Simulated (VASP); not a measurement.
# TiSi2 (Fddd) in VASP: settings compared, part 2 of 2

VASP 6.6.1.

### Step 3. Relaxation of cell and atoms, LDA

INCAR reads:

```
  PREC = Accurate
  ENCUT = 600
  EDIFF = 1E-7
  ISMEAR = 0
  SIGMA = 0.1
  LREAL = False
  LASPH = True
  NELM = 80
  ALGO = Normal
  ISIF = 3
  LWAVE = False
  LCHARG = False
  GGA = CA
  IBRION = 2
  NSW = 90
  EDIFFG = -0.005
```

KPOINTS reads:

```
Automatic mesh
0
Gamma
  10 10 10
```

POSCAR reads:

```
TiSi2
1.0
    0.0000000000      4.1175163100      4.2628978400
    2.3895119500      0.0000000000      4.2628978400
    2.3895119500      4.1175163100      0.0000000000
Ti Si
2 4
Direct
    0.5000000000      0.5000000000      0.5000000000
    0.7500000000      0.7500000000      0.7500000000
    0.8374343900      0.1625656100      0.8374343900
    0.1625656100      0.8374343900      0.1625656100
    0.0874343900      0.4125656100      0.0874343900
    0.4125656100      0.0874343900      0.4125656100
```

Potentials or basis: VASP PAW LDA potentials, release 64 (Ti_sv, Si).

Started as:

```console
$ cat potpaw_LDA.64/Ti_sv/POTCAR potpaw_LDA.64/Si/POTCAR > POTCAR
$ mpirun -np 1 vasp_std > vasp.out
```

OUTCAR:

```text
PREC = Accurate
   ENCUT = 600
   EDIFF = 1E-7
   ISMEAR = 0
   LREAL = False
   LASPH = True
   NELM = 80
   ISIF = 3
   GGA = CA
   IBRION = 2
   NSW = 90
   EDIFFG = -0.005

 ion  position               nearest neighbor table
   1  0.500  0.500  0.500-   5 2.55   6 2.55   5 2.55   6 2.55   4 2.74   4 2.74   3 2.74   3 2.74
                             4 2.78   3 2.78
   2  0.750  0.750  0.750-   3 2.55   4 2.55   3 2.55   4 2.55   5 2.74   6 2.74   5 2.74   6 2.74
                             6 2.78   5 2.78
   3  0.837  0.163  0.837-   6 2.52   6 2.52   2 2.55   2 2.55   4 2.68   1 2.74   1 2.74   1 2.78
                             4 2.79   4 2.79
   4  0.163  0.837  0.163-   5 2.52   5 2.52   2 2.55   2 2.55   3 2.68   1 2.74   1 2.74   1 2.78
                             3 2.79   3 2.79
   5  0.087  0.413  0.087-   4 2.52   4 2.52   1 2.55   1 2.55   6 2.68   2 2.74   2 2.74   2 2.78
                             6 2.79   6 2.79
   6  0.413  0.087  0.413-   3 2.52   3 2.52   1 2.55   1 2.55   5 2.68   2 2.74   2 2.74   2 2.78
                             5 2.79   5 2.79

  LATTYP: Found a face centered orthorhombic cell.
 ALAT       =     4.7790239000
 B/A-ratio  =     1.7231620499
 C/A-ratio  =     1.7840035661

  Lattice vectors:

 A1 = (   0.0000000000,   4.1175163100,   4.2628978400)
 A2 = (   2.3895119500,   0.0000000000,   4.2628978400)
 A3 = (   2.3895119500,   4.1175163100,   0.0000000000)

Analysis of symmetry for initial positions (statically):
=====================================================================
 Subroutine PRICEL returns:
 Original cell was already a primitive cell.

 Routine SETGRP: Setting up the symmetry group for a
 face centered orthorhombic supercell.

 Subroutine GETGRP returns: Found  8 space group operations
 (whereof  4 operations were pure point group operations)
 out of a pool of  8 trial point group operations.

The static configuration has the point symmetry D_2 .
 The point group associated with its full space group is D_2h.

Analysis of symmetry for dynamics (positions and initial velocities):
=====================================================================
 Subroutine PRICEL returns:
 Original cell was already a primitive cell.

 Routine SETGRP: Setting up the symmetry group for a
 face centered orthorhombic supercell.

 Subroutine GETGRP returns: Found  8 space group operations
 (whereof  4 operations were pure point group operations)
 out of a pool of  8 trial point group operations.

The dynamic configuration has the point symmetry D_2 .
 The point group associated with its full space group is D_2h.

 Subroutine INISYM returns: Found  8 space group operations
 (whereof  4 operations are pure point group operations),
 and found     1 'primitive' translations

----------------------------------------------------------------------------------------

                                     Primitive cell

  volume of cell :      83.8841

  direct lattice vectors                    reciprocal lattice vectors
     0.000000000  4.117516310  4.262897840    -0.209247750  0.121432427  0.117291105
     2.389511950  0.000000000  4.262897840     0.209247750 -0.121432427  0.117291105
     2.389511950  4.117516310  0.000000000     0.209247750  0.121432427 -0.117291105

  length of vectors
[... 87 lines left out ...]
   LASPH  =      T    aspherical Exc in radial PAW
   ENCUT  =  600.0 eV  44.10 Ry    6.64 a.u.  11.84  9.76  9.51*2*pi/ulx,y,z
   NELM   =     80;   NELMIN=  2; NELMDL= -5     # of ELM steps
   EDIFF  = 0.1E-06   stopping-criterion for ELM
   LREAL  =      F    real-space projection
   EDIFFG = -.5E-02   stopping-criterion for IOM
   NSW    =     90    number of steps for IOM
   IBRION =      2    ionic relax: 0-MD 1-quasi-New 2-CG
   NFREE  =      1    steps in history (QN), initial steepest desc. (CG)
   ISIF   =      3    stress and relaxation
   ISYM   =      2    0-nonsym 1-usesym 2-fastsym
   POTIM  = 0.5000    time-step for ionic-motion
   TEBEG  =    0.0;   TEEND  =   0.0 temperature during run
   PSTRESS=    0.0 pullay stress
   NELECT =      40.0000    total number of electrons
   NUPDOWN=      -1.0000    fix difference up-down
   EMIN   =  10.00;   EMAX   =-10.00  energy-range for DOS
   EFERMI =   0.00;   METHOD = LEGACY
   ISMEAR =     0;   SIGMA  =   0.10  broadening in eV -4-tet -1-fermi 0-gaus
   EFERMI_NEDOS =   21; number of points for ismear=-14 and -15
   IALGO  =     38    algorithm
   IMIX   =      4    mixing-type and parameters
     AMIX     =   0.40;   BMIX     =  1.00
     AMIX_MAG =   1.60;   BMIX_MAG =  1.00
  volume/ion in A,a.u.               =      13.98        94.35
  Fermi-wavevector in a.u.,A,eV,Ry     =   1.278994  2.416947 22.256742  1.635824
  Thomas-Fermi vector in A             =   2.411504
   LORBIT       =      0    0 simple, 1 ext, 2 COOP (PROOUT), +10 PAW based schemes
   GGA     = CA    functional components
   LHFCALC =     F    Hartree Fock is set to
   AEXX    =    0.0000 exact exchange contribution
   IVDW    =     0    specifies the selected vdW correction
   LEPSILON=     F    determine dielectric tensor
   LRPA    =     F    only Hartree local field effects (RPA)
 conjugate gradient relaxation of ions
 non-spin polarized calculation
 Gauss-broadening in eV      SIGMA  =   0.10
  energy-cutoff  :      600.00
  volume of cell :       83.88
 maximum number of plane-waves:      2850
   NGX = 23   NGY = 19   NGZ = 19

--------------------------------------- Ionic step        1  -------------------------------------------

 number of electron      39.9999999 magnetization

 Free energy of the ion-electron system (eV)
  ---------------------------------------------------
  ext. energy  EPLUGINS =         0.00000000
  ---------------------------------------------------
  free energy    TOTEN  =       -44.90811725 eV

  energy without entropy =      -44.89699605  energy(sigma->0) =      -44.90255665

------------------------ aborting loop because EDIFF is reached ----------------------------------------

  FORCE on cell =-STRESS in cart. coord.  units (eV):
  Direction    XX          YY          ZZ          XY          YZ          ZX
  --------------------------------------------------------------------------------------
  -------------------------------------------------------------------------------------
  Total       -2.4457350     -2.4554485     -2.7848645      0.0000000      0.0000000      0.0000000
  in kB      -46.7132984    -46.8988248    -53.1906370      0.0000000      0.0000000      0.0000000
  external PRESSURE =     -48.9342534 kB  Pullay stress =       0.0000000 kB
[... 101 lines left out ...]
  FREE ENERGIE OF THE ION-ELECTRON SYSTEM (eV)
  ---------------------------------------------------
  free  energy   TOTEN  =       -44.9508418124 eV

  energy  without entropy=      -44.9401866817  energy(sigma->0) =      -44.94551425

[... ionic steps 4 to 7 ...]

--------------------------------------- Ionic step        8  -------------------------------------------

 number of electron      40.0000000 magnetization

------------------------ aborting loop because EDIFF is reached ----------------------------------------
[... 75 lines left out ...]
--------------------------------------- Ionic step       10  -------------------------------------------

 number of electron      40.0000000 magnetization

 Free energy of the ion-electron system (eV)
  ---------------------------------------------------
  ext. energy  EPLUGINS =         0.00000000
  ---------------------------------------------------
  free energy    TOTEN  =       -44.95378369 eV

  energy without entropy =      -44.94330521  energy(sigma->0) =      -44.94854445

 E-fermi :  10.4741     XC(G=0): -12.0405

 val. band max:       10.4711319646   @ k =   0.0000   0.2000   0.2000
 cond. band min:      10.4823986165   @ k =   0.0000   0.2000   0.2000
 fundamental gap:      0.0112666520
 Fermi energy:        10.4740793448

 k-point     1 :       0.0000    0.0000    0.0000
  band No.  band energies     occupation
      1     -44.9660      2.00000
      2     -44.9302      2.00000
      3     -21.7677      2.00000
      4     -21.7415      2.00000
      5     -21.6605      2.00000
      6     -21.6433      2.00000
[... 637 lines left out ...]
     23      13.2296      0.00000
     24      13.6035      0.00000

 [... further k-points ...]

------------------------ aborting loop because EDIFF is reached ----------------------------------------

  FORCE on cell =-STRESS in cart. coord.  units (eV):
  Direction    XX          YY          ZZ          XY          YZ          ZX
  --------------------------------------------------------------------------------------
  -------------------------------------------------------------------------------------
  Total        0.0043116     -0.0245998      0.0239606      0.0000000      0.0000000      0.0000000
  in kB        0.0851512     -0.4858255      0.4732014      0.0000000      0.0000000      0.0000000
  external PRESSURE =       0.0241757 kB  Pullay stress =       0.0000000 kB
[... 21 lines left out ...]
  FREE ENERGIE OF THE ION-ELECTRON SYSTEM (eV)
  ---------------------------------------------------
  free  energy   TOTEN  =       -44.9537836908 eV

  energy  without entropy=      -44.9433052062  energy(sigma->0) =      -44.94854445

 reached required accuracy - stopping structural energy minimisation
```

Run time: 36 min. Hardware: 1 thread of Intel Xeon Platinum 8488C (Sapphire Rapids), shared host; peak memory 0.51 GiB.

What came out:

| Quantity | Value |
| --- | --- |
| Free energy | -44.9538 eV |
| Relaxed volume | 13.52 Å³/atom |
| Relaxed cell | a = 5.859 Å, b = 4.836 Å, c = 4.703 Å, α = 75.77°, β = 53.14°, γ = 51.09° |
| Space group after relaxing (to 0.05 Å) | Fddd (No. 70) |
| Energy gained by relaxing | 7.6 meV/atom |
| Ionic steps | 10 |
| Pressure after relaxing | 0.0 GPa |
| Largest force after relaxing | 0.004 eV/Å |
| Band gap on the k mesh | none (metal or under the smearing width) |

Forces on the atoms (eV/Å):
```
Ti   0.000  0.000  0.000
Ti   0.000  0.000  0.000
Si   0.000 -0.004  0.000
Si   0.000  0.004  0.000
Si   0.000 -0.004  0.000
Si   0.000  0.004  0.000
```

Step by step:
| step | energy change (eV) | largest force (eV/Å) | pressure (GPa) | volume (Å³) |
| --- | --- | --- | --- | --- |
| 1 | 0.0000 | 0.0776 | -4.89 | 83.88 |
| 2 | -0.0050 | 0.0950 | 5.14 | 78.81 |
| 3 | -0.0427 | 0.0871 | -0.02 | 81.21 |
| 4 | -0.0427 | 0.0873 | 0.08 | 81.16 |
| 5 | -0.0446 | 0.0564 | 0.13 | 81.04 |
| 6 | -0.0446 | 0.0569 | 0.13 | 81.04 |
| 7 | -0.0453 | 0.0337 | -0.05 | 81.14 |
| 8 | -0.0455 | 0.0101 | -0.23 | 81.24 |
| 9 | -0.0456 | 0.0012 | 0.21 | 81.03 |
| 10 | -0.0457 | 0.0042 | 0.00 | 81.13 |

Final structure:
```
CELL_PARAMETERS angstrom
0.00000 4.06545 4.21871
2.36507 0.00000 4.21871
2.36507 4.06545 0.00000
ATOMIC_POSITIONS crystal
Ti 0.50000 0.50000 0.50000
Ti 0.75000 0.75000 0.75000
Si 0.83576 0.16424 0.83576
Si 0.16424 0.83576 0.16424
Si 0.08576 0.41424 0.08576
Si 0.41424 0.08576 0.41424
```
